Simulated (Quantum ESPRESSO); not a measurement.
# Fixed-spin-moment curve of CoO

Wanted: E(M) for CoO from a parallel start.

Method: LDA with U = 3.5 eV on Co d (ortho-atomic projectors); plane waves with GBRV 1.5 LDA potentials, no spin-orbit coupling, in Quantum ESPRESSO 7.5.

**1. Set-up**

Symmetry: I4/mmm, No. 139, tetragonal system. The conventional cell has a = 3.016 Å, b = 3.016 Å, c = 4.214 Å, α = 90.00°, β = 90.00°, γ = 90.00°. Co has 6 O at 2.11 to 2.13 Å nearest. Nearest to O lie 6 Co at 2.11 to 2.13 Å. Farther neighbours and most contacts between anions are not listed.

The cell comes from the Crystallography Open Database.

**2. No moment imposed**

File pw.in:

```
&CONTROL
  calculation = 'scf'
  prefix = 'pwscf'
  outdir = './tmp'
  pseudo_dir = './pseudo'
  disk_io = 'nowf'
/
&SYSTEM
  ibrav = 0
  celldm(1) = 8
  nat = 2
  ntyp = 2
  ecutwfc = 40
  ecutrho = 280
  nbnd = 20
  occupations = 'smearing'
  smearing = 'fd'
  degauss = 0.00999582
  nspin = 2
  starting_magnetization(1) = 0.1765
  starting_magnetization(2) = 0
/
&ELECTRONS
  conv_thr = 4d-09
  electron_maxstep = 150
  mixing_beta = 0.3
/
ATOMIC_SPECIES
Co     58.9332 co_lda_v1.2.uspp.F.UPF
O      15.9990 o_lda_v1.2.uspp.F.UPF
CELL_PARAMETERS alat
  -0.3562133744920    0.3562133744920    0.4977650903806
   0.3562133744920   -0.3562133744920    0.4977650903806
   0.3562133744920    0.3562133744920   -0.4977650903806
ATOMIC_POSITIONS crystal
Co      0.0000000000    0.0000000000    0.0000000000
O       0.5000000000    0.5000000000    0.0000000000
K_POINTS automatic
10 10 10 0 0 0
HUBBARD {ortho-atomic}
U Co-3d 3.5000
```

Launch:

```console
> OMP_NUM_THREADS=1 mpirun -n 2 pw.x -nk 2 -in pw.in > pw.out
```

Log:

```text
Program PWSCF v.7.5 starts

     Message from routine setup:
     using ibrav=0 with symmetry is DISCOURAGED, use correct ibrav instead

     K-points division:     npool     =       2
     Subspace diagonalization in iterative solution of the eigenvalue problem:

     G-vector sticks info
     --------------------
     sticks:   dense  smooth     PW     G-vecs:    dense   smooth      PW
     Sum         713     413    169                10193     4429    1163

     Using Slab Decomposition

     bravais-lattice index     =            0
     lattice parameter (alat)  =       8.0000  a.u.
     unit-cell volume          =     129.3525 (a.u.)^3
     number of atoms/cell      =            2
     number of atomic types    =            2
     number of electrons       =        23.00
     number of Kohn-Sham states=           20
     kinetic-energy cutoff     =      40.0000  Ry
     charge density cutoff     =     280.0000  Ry
     scf convergence threshold =      4.0E-09
     mixing beta               =       0.3000
     number of iterations used =            8  plain     mixing
     Exchange-correlation= SLA  PZ   NOGX NOGC
                           (   1   1   0   0   0   0   0)
     Hubbard projectors: ortho-atomic
     Hubbard parameters of DFT+U (Dudarev formulation) in eV:
     U(Co-3d) =  3.5000

     Internal variables: lda_plus_u =T, lda_plus_u_kind = 0

     Internal variables: orbital_resolved =F, hub_pot_fix =F, apply_U = F

     celldm(1)=   8.000000  celldm(2)=   0.000000  celldm(3)=   0.000000
     celldm(4)=   0.000000  celldm(5)=   0.000000  celldm(6)=   0.000000

     crystal axes: (cart. coord. in units of alat)
               a(1) = (  -0.356213   0.356213   0.497765 )
               a(2) = (   0.356213  -0.356213   0.497765 )
               a(3) = (   0.356213   0.356213  -0.497765 )

     reciprocal axes: (cart. coord. in units 2 pi/alat)
               b(1) = ( -0.000000  1.403653  1.004490 )
               b(2) = (  1.403653 -0.000000  1.004490 )
               b(3) = (  1.403653  1.403653  0.000000 )

     PseudoPot. # 1 for Co read from file:
     co_lda_v1.2.uspp.F.UPF
     Pseudo is Ultrasoft + core correction, Zval = 17.0
     Generated by new atomic code, or converted to UPF format
     Using radial grid of  863 points,  6 beta functions with:
                l(1) =   0
                l(2) =   0
                l(3) =   1
                l(4) =   1
                l(5) =   2
                l(6) =   2
     Q(r) pseudized with  8 coefficients,  rinner =    1.200   1.200   1.200
                                                       1.200   1.200

     PseudoPot. # 2 for O  read from file:
     o_lda_v1.2.uspp.F.UPF
     Pseudo is Ultrasoft + core correction, Zval =  6.0
     Generated by new atomic code, or converted to UPF format
     Using radial grid of  737 points,  5 beta functions with:
                l(1) =   0
                l(2) =   0
                l(3) =   1
                l(4) =   1
                l(5) =   2
     Q(r) pseudized with  8 coefficients,  rinner =    0.900   0.900   0.900
                                                       0.900   0.900

     atomic species   valence    mass     pseudopotential
     Co               17.00    58.93320     Co( 1.00)
     O                 6.00    15.99900     O ( 1.00)

     Starting magnetic structure
     atomic species   magnetization
     Co              0.176
     O               0.000

     16 Sym. Ops., with inversion, found

   Cartesian axes

     site n.     atom                  positions (alat units)
         1        Co     tau(   1) = (   0.0000000   0.0000000   0.0000000  )
         2        O      tau(   2) = (   0.0000000   0.0000000   0.4977651  )

     number of k points=   102  Fermi-Dirac smearing, width (Ry)=  0.0100

     Number of k-points >= 100: set verbosity='high' to print them.

     Dense  grid:    10193 G-vectors     FFT dimensions: (  32,  32,  32)

     Smooth grid:     4429 G-vectors     FFT dimensions: (  24,  24,  24)

     Check: negative core charge=   -0.000039
     Generating pointlists ...
     new r_m :   0.2053 (alat units)  1.6426 (a.u.) for type    1
     new r_m :   0.2053 (alat units)  1.6426 (a.u.) for type    2

     Initial potential from superposition of free atoms

     starting charge      22.0000, renormalised to      23.0000

     STARTING HUBBARD OCCUPATIONS:

     =================== HUBBARD OCCUPATIONS ===================
     ------------------------ ATOM    1 ------------------------
     Tr[ns(  1)] (up, down, total) =   5.00000  2.00000  7.00000
     Atomic magnetic moment for atom   1 =   3.00000
     [... lines left out ...]
     Number of occupied Hubbard levels =    7.0000

     Atomic wfc used for Hubbard projectors are orthogonalized

     Starting wfcs are   17 randomized atomic wfcs +    3 random wfcs

     Self-consistent Calculation

     iteration #  1     ecut=    40.00 Ry     beta= 0.30
     Davidson diagonalization with overlap
     ethr =  1.00E-02,  avg # of iterations =  5.1

     =================== HUBBARD OCCUPATIONS ===================
     ------------------------ ATOM    1 ------------------------
     Tr[ns(  1)] (up, down, total) =   4.63090  0.94877  5.57967
     Atomic magnetic moment for atom   1 =   3.68213
     [... lines left out ...]
     Number of occupied Hubbard levels =    5.5797

     total energy              =    -328.62037224 Ry
     estimated scf accuracy    <       6.04777300 Ry

     total magnetization       =     3.63 Bohr mag/cell
     absolute magnetization    =     3.72 Bohr mag/cell

     iteration #  2     ecut=    40.00 Ry     beta= 0.30
     Davidson diagonalization with overlap
     ethr =  1.00E-02,  avg # of iterations =  2.0

     total energy              =    -329.58514361 Ry
     estimated scf accuracy    <       5.22708485 Ry

     total magnetization       =     0.99 Bohr mag/cell
     absolute magnetization    =     1.01 Bohr mag/cell

     iteration #  3     ecut=    40.00 Ry     beta= 0.30
     Davidson diagonalization with overlap
     ethr =  1.00E-02,  avg # of iterations =  1.1

     total energy              =    -330.39740188 Ry
     estimated scf accuracy    <       0.20131820 Ry

     total magnetization       =     3.01 Bohr mag/cell
     absolute magnetization    =     3.03 Bohr mag/cell

     [... further iterations left out ...]

     iteration # 12     ecut=    40.00 Ry     beta= 0.30
     Davidson diagonalization with overlap
     ethr =  1.10E-07,  avg # of iterations =  1.0

     total energy              =    -330.42465107 Ry
     estimated scf accuracy    <       0.00001262 Ry

     total magnetization       =     2.92 Bohr mag/cell
     absolute magnetization    =     2.93 Bohr mag/cell

     iteration # 13     ecut=    40.00 Ry     beta= 0.30
     Davidson diagonalization with overlap
     ethr =  5.49E-08,  avg # of iterations =  1.0

     total energy              =    -330.42465456 Ry
     estimated scf accuracy    <       0.00000131 Ry

     total magnetization       =     2.92 Bohr mag/cell
     absolute magnetization    =     2.93 Bohr mag/cell

     iteration # 14     ecut=    40.00 Ry     beta= 0.30
     Davidson diagonalization with overlap
     ethr =  5.68E-09,  avg # of iterations =  1.4

     total energy              =    -330.42465514 Ry
     estimated scf accuracy    <       0.00000045 Ry

     total magnetization       =     2.92 Bohr mag/cell
     absolute magnetization    =     2.94 Bohr mag/cell

     iteration # 15     ecut=    40.00 Ry     beta= 0.30
     Davidson diagonalization with overlap
     ethr =  1.94E-09,  avg # of iterations =  1.0

     Magnetic moment per site  (integrated on atomic sphere of radius R)
     atom   1 (R=0.205)  charge= 14.5589  magn=  2.5344
     atom   2 (R=0.205)  charge=  5.6998  magn=  0.2660

     End of self-consistent calculation

     =================== HUBBARD OCCUPATIONS ===================
     ------------------------ ATOM    1 ------------------------
     Tr[ns(  1)] (up, down, total) =   4.95929  2.35692  7.31621
     Atomic magnetic moment for atom   1 =   2.60237
     [... lines left out ...]
     Number of occupied Hubbard levels =    7.3162

     Number of k-points >= 100: set verbosity='high' to print the bands.

     the Fermi energy is    13.0338 ev

!    total energy              =    -330.42465540 Ry
     estimated scf accuracy    <          2.9E-09 Ry
     smearing contrib. (-TS)   =      -0.01306985 Ry
     internal energy E=F+TS    =    -330.41158555 Ry

     The total energy is F=E-TS. E is the sum of the following terms:
     one-electron contribution =    -181.91130598 Ry
     hartree contribution      =     104.10691609 Ry
     xc contribution           =     -39.43308670 Ry
     ewald contribution        =    -213.29243594 Ry
     Hubbard energy            =       0.11832698 Ry

     total magnetization       =     2.92 Bohr mag/cell
     absolute magnetization    =     2.94 Bohr mag/cell

     convergence has been achieved in  15 iterations

=------------------------------------------------------------------------------=
   JOB DONE.
=------------------------------------------------------------------------------=
```

The job ended after 28 s (2 MPI ranks of Arm Neoverse V1, shared host; peak memory 0.18 GiB).

Spin moment in the atom's sphere by atom:

```tsv
atom	spin moment in the atom's sphere (μB)
Co1	2.53
O2	0.27
```

This step gave:

- smearing term TS: 0.1778 eV
- magnetization: 2.919 μB
- absolute magnetization: 2.936 μB
- final state: ferromagnetic

**3. Moment fixed at 0 μB**

The two spin channels are filled to separate Fermi energies, so that the total moment meets the target. Half of the up one less the down one is the slope dE/dM.

Changes to pw.in since step 2:

```diff
@@ -19,4 +19,5 @@
   nspin = 2
-  starting_magnetization(1) = 0.1765
+  starting_magnetization(1) = 0.0088
   starting_magnetization(2) = 0
+  tot_magnetization = 0
 /
```

Log:

```text
     [... lines left out ...]
Program PWSCF v.7.5 starts
     [... lines left out ...]
     number of atoms/cell      =            2
     [... lines left out ...]
     number of electrons       =        23.00 (up:  11.50, down:  11.50)
     number of Kohn-Sham states=           20
     kinetic-energy cutoff     =      40.0000  Ry
     charge density cutoff     =     280.0000  Ry
     scf convergence threshold =      4.0E-09
     [... lines left out ...]
     16 Sym. Ops., with inversion, found
     [... lines left out ...]
     number of k points=   102  Fermi-Dirac smearing, width (Ry)=  0.0100
     [... lines left out ...]
     iteration # 15     ecut=    40.00 Ry     beta= 0.30
     [... lines left out ...]
     Magnetic moment per site  (integrated on atomic sphere of radius R)
     atom   1 (R=0.205)  charge= 14.6443  magn=  0.0000
     atom   2 (R=0.205)  charge=  5.6286  magn=  0.0000
     [... lines left out ...]
     Tr[ns(  1)] (up, down, total) =   3.77610  3.77610  7.55220
     [... lines left out ...]
     the spin up/dw Fermi energies are    13.4205   13.4205 ev
!    total energy              =    -330.37971980 Ry
     estimated scf accuracy    <          3.6E-09 Ry
     smearing contrib. (-TS)   =      -0.00933023 Ry
     [... lines left out ...]
     total magnetization       =    -0.00 Bohr mag/cell
     absolute magnetization    =     0.00 Bohr mag/cell
     convergence has been achieved in  15 iterations
```

Run time: 29 s. Hardware: 2 MPI ranks; peak memory 0.18 GiB.

This step gave:

| Item | Value |
| --- | --- |
| magnetization | 0 μB |
| absolute magnetization | 0 μB |
| half the difference of the two Fermi energies | 0 meV |
| largest moment | 0 μB |

**4. Moment fixed at 0.394 μB**

Changes to pw.in since step 3:

```diff
@@ -19,5 +19,5 @@
   nspin = 2
-  starting_magnetization(1) = 0.0088
+  starting_magnetization(1) = 0.0232
   starting_magnetization(2) = 0
-  tot_magnetization = 0
+  tot_magnetization = 0.394
 /
```

Log:

```text
     [... lines left out ...]
Program PWSCF v.7.5 starts
     [... lines left out ...]
     number of atoms/cell      =            2
     [... lines left out ...]
     number of electrons       =        23.00 (up:  11.70, down:  11.30)
     number of Kohn-Sham states=           20
     kinetic-energy cutoff     =      40.0000  Ry
     charge density cutoff     =     280.0000  Ry
     scf convergence threshold =      4.0E-09
     [... lines left out ...]
     16 Sym. Ops., with inversion, found
     [... lines left out ...]
     number of k points=   102  Fermi-Dirac smearing, width (Ry)=  0.0100
     [... lines left out ...]
     iteration # 14     ecut=    40.00 Ry     beta= 0.30
     [... lines left out ...]
     Magnetic moment per site  (integrated on atomic sphere of radius R)
     atom   1 (R=0.205)  charge= 14.6451  magn=  0.4438
     atom   2 (R=0.205)  charge=  5.6285  magn= -0.0753
     [... lines left out ...]
     Tr[ns(  1)] (up, down, total) =   4.01103  3.53938  7.55040
     [... lines left out ...]
     the spin up/dw Fermi energies are    13.0107   13.8780 ev
!    total energy              =    -330.38611479 Ry
     estimated scf accuracy    <          8.4E-10 Ry
     smearing contrib. (-TS)   =      -0.00840603 Ry
     [... lines left out ...]
     total magnetization       =     0.39 Bohr mag/cell
     absolute magnetization    =     0.55 Bohr mag/cell
     convergence has been achieved in  14 iterations
```

It took 27 s on 2 MPI ranks; peak memory 0.18 GiB.

Spin moment in the atom's sphere by atom:

```tsv
atom	spin moment in the atom's sphere (μB)
Co1	0.444
O2	-0.075
```

Read from the output:

```yaml
magnetization: 0.394 μB
absolute_magnetization: 0.554 μB
half_the_difference_of_the_two_fermi_energies: -433.7 meV
```

**5. Moment fixed at 0.788 μB**

Changes to pw.in since step 4:

```diff
@@ -14,3 +14,3 @@
   ecutrho = 280
-  nbnd = 20
+  nbnd = 21
   occupations = 'smearing'
@@ -19,5 +19,5 @@
   nspin = 2
-  starting_magnetization(1) = 0.0232
+  starting_magnetization(1) = 0.0464
   starting_magnetization(2) = 0
-  tot_magnetization = 0.394
+  tot_magnetization = 0.788
 /
```

Log:

```text
     [... lines left out ...]
Program PWSCF v.7.5 starts
     [... lines left out ...]
     number of atoms/cell      =            2
     [... lines left out ...]
     number of electrons       =        23.00 (up:  11.89, down:  11.11)
     number of Kohn-Sham states=           21
     kinetic-energy cutoff     =      40.0000  Ry
     charge density cutoff     =     280.0000  Ry
     scf convergence threshold =      4.0E-09
     [... lines left out ...]
     16 Sym. Ops., with inversion, found
     [... lines left out ...]
     number of k points=   102  Fermi-Dirac smearing, width (Ry)=  0.0100
     [... lines left out ...]
     iteration # 19     ecut=    40.00 Ry     beta= 0.30
     [... lines left out ...]
     Magnetic moment per site  (integrated on atomic sphere of radius R)
     atom   1 (R=0.205)  charge= 14.6449  magn=  0.8674
     atom   2 (R=0.205)  charge=  5.6302  magn= -0.1315
     [... lines left out ...]
     Tr[ns(  1)] (up, down, total) =   4.23046  3.30955  7.54001
     [... lines left out ...]
     the spin up/dw Fermi energies are    12.7244   14.2110 ev
!    total energy              =    -330.40380527 Ry
     estimated scf accuracy    <          2.1E-09 Ry
     smearing contrib. (-TS)   =      -0.00588582 Ry
     [... lines left out ...]
     total magnetization       =     0.79 Bohr mag/cell
     absolute magnetization    =     1.07 Bohr mag/cell
     convergence has been achieved in  19 iterations
```

Elapsed: 39 s, on 2 MPI ranks; peak memory 0.18 GiB; 78 s of CPU time.

This step gave:

```
magnetization                                 : 0.788 μB
absolute magnetization                        : 1.067 μB
half the difference of the two Fermi energies : -743.3 meV
largest moment                                : 0.8674 μB
```

**6. E(M)**

The runs not shown differ in the target, the start and the number of states alone. The point at 2.92 μB is the free run, entered with slope zero.

Energy over the lowest against total spin moment:

```tsv
total spin moment (μB a cell)	energy over the lowest (meV a cell)
0.00	611
0.39	524
0.79	284
1.18	120
1.58	124
1.97	92.9
2.36	47.4
2.76	7.21
2.92	0
3.15	260
3.55	1298
3.94	2546
```

Table of dE/dM by total spin moment:

```tsv
total spin moment (μB a cell)	dE/dM (meV/μB)
0.00	-0.0150
0.39	-434
0.79	-743
1.18	45.5
1.58	-35.8
1.97	-110
2.36	-115
2.76	-74.9
2.92	0
3.15	2173
3.55	2953
3.94	3365
```

Largest site moment against total spin moment:

```tsv
total spin moment (μB a cell)	largest site moment (μB)
0.00	1.6e-5
0.39	0.444
0.79	0.867
1.18	1.25
1.58	1.59
1.97	1.90
2.36	2.19
2.76	2.44
2.92	2.53
3.15	2.64
3.55	2.78
3.94	2.94
```

**7. Results**

| Item | Value |
| --- | --- |
| moment of the free run | 2.92 μB a cell |
| energy at zero total moment | 611 meV a cell over the lowest |
| ΔE/ΔM² from the lowest point to 3.15 and to 2.76 μB | 4773 and 280 meV/μB² |

**Reading.** At zero total moment the site moments vanish, so the 611 meV a cell is the energy of forming them, the change of the Hubbard energy included. The curve has 2 minima, at 1.2 and 2.9 μB, 120 meV a cell apart; under a U the points can lie on different orbital solutions. The cell holds one seeded atom, so opposed orders, which may lie lower, cannot form in it. Energies are free energies at an electronic temperature of 1580 K, which lowers moments and differences where the moments are itinerant. The smearing term is large for its width, so states at the Fermi level are partly filled: at this level the cell is a metal or has a gap of a few widths at most. Degenerate orbitals of a corrected shell are partly filled. Whether a state of lower symmetry lies under this one was not tested; under a U it often does.

[Logs and program files are shortened in this print: banners, set-up blocks, solver, clock and traceback lines can be left out without a mark of their own.]

[Logs are printed without paths, hosts, clocks, repeated set-up lines and the standing remarks that a program may print on its own settings, such as how far it seeks lower states.]

[Hosts, paths, dates, database ids (printed as entryN), source tags and the programs' standing remarks are cut or masked in the printed files.]

[Where a cell is said to come from a database of computed structures, the database is the Materials Project.]
